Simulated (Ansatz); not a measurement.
BaTe (NiAs type), relaxed with r2SCAN: 6 runs in Ansatz 0.2.0, each a construction of maximally localised Wannier functions. The symmetry is P6_3/mmc (No. 194, hexagonal); a = 4.895 Å, c = 8.584 Å in the conventional setting, 44.54 Å³ an atom. Ba is surrounded by 6 Te at 3.55 Å; Te is surrounded by 6 Ba at 3.55 Å. Computed, not measured; no magnetism was allowed, and whether the structure is a known phase isn't checked.

```
Ba Te
1.0
     4.89537    0.00000    0.00000
    -2.44769    4.23952    0.00000
     0.00000    0.00000    8.58407
Ba Te
2 2
Direct
  0.00000 0.00000 0.00000
  0.00000 0.00000 0.50000
  0.33333 0.66667 0.25000
  0.66667 0.33333 0.75000
```

Windows count from the top of the filled bands; a dash means that no such window was set (without an outer window there is no disentanglement).

```json
{"functional": "PBE", "SCF mesh": "6×6×2", "trial orbitals": "Te s, Te p", "functions": "8", "mesh": "6×6×2", "window (eV)": "–", "frozen (eV)": "–", "Ω total (Å²)": "21.95", "Ω invariant (Å²)": "19.08", "largest spread (Å²)": "2.81", "least projectability": "0.91", "interpolation miss of the model's filled bands (eV, to the nearest computed level)": "0.058"}
{"functional": "PBE", "SCF mesh": "6×6×2", "trial orbitals": "Te s, Te p", "functions": "8", "mesh": "6×6×4", "window (eV)": "–", "frozen (eV)": "–", "Ω total (Å²)": "22.56", "Ω invariant (Å²)": "19.67", "largest spread (Å²)": "2.87", "least projectability": "0.91", "interpolation miss of the model's filled bands (eV, to the nearest computed level)": "0.015"}
{"functional": "PBE", "SCF mesh": "6×6×2", "trial orbitals": "Te p", "functions": "6", "mesh": "6×6×2", "window (eV)": "–", "frozen (eV)": "–", "Ω total (Å²)": "20.82", "Ω invariant (Å²)": "20.65", "largest spread (Å²)": "3.50", "least projectability": "0.91", "interpolation miss of the model's filled bands (eV, to the nearest computed level)": "0.056"}
{"functional": "r2SCAN", "SCF mesh": "6×6×2", "trial orbitals": "Te s, Te p", "functions": "8", "mesh": "6×6×2", "window (eV)": "–", "frozen (eV)": "–", "Ω total (Å²)": "21.22", "Ω invariant (Å²)": "18.28", "largest spread (Å²)": "2.71", "least projectability": "0.92", "interpolation miss of the model's filled bands (eV, to the nearest computed level)": "0.045"}
{"functional": "r2SCAN", "SCF mesh": "6×6×2", "trial orbitals": "Te p", "functions": "6", "mesh": "6×6×2", "window (eV)": "–", "frozen (eV)": "–", "Ω total (Å²)": "20.05", "Ω invariant (Å²)": "19.91", "largest spread (Å²)": "3.37", "least projectability": "0.92", "interpolation miss of the model's filled bands (eV, to the nearest computed level)": "0.043"}
{"functional": "HSE06", "SCF mesh": "6×6×2", "trial orbitals": "Te s, Te p", "functions": "8", "mesh": "6×6×2", "window (eV)": "–", "frozen (eV)": "–", "Ω total (Å²)": "21.34", "Ω invariant (Å²)": "18.42", "largest spread (Å²)": "2.73", "least projectability": "0.92", "interpolation miss of the model's filled bands (eV, to the nearest computed level)": "–"}
```

For Te s, Te p with PBE the spread goes 21.95 Å² (6×6×2), 22.56 Å² (6×6×4): finite differences on a coarse mesh understate it.

No spin-orbit coupling is included; it can move band edges with weight on the heavy atoms by tenths of an eV.
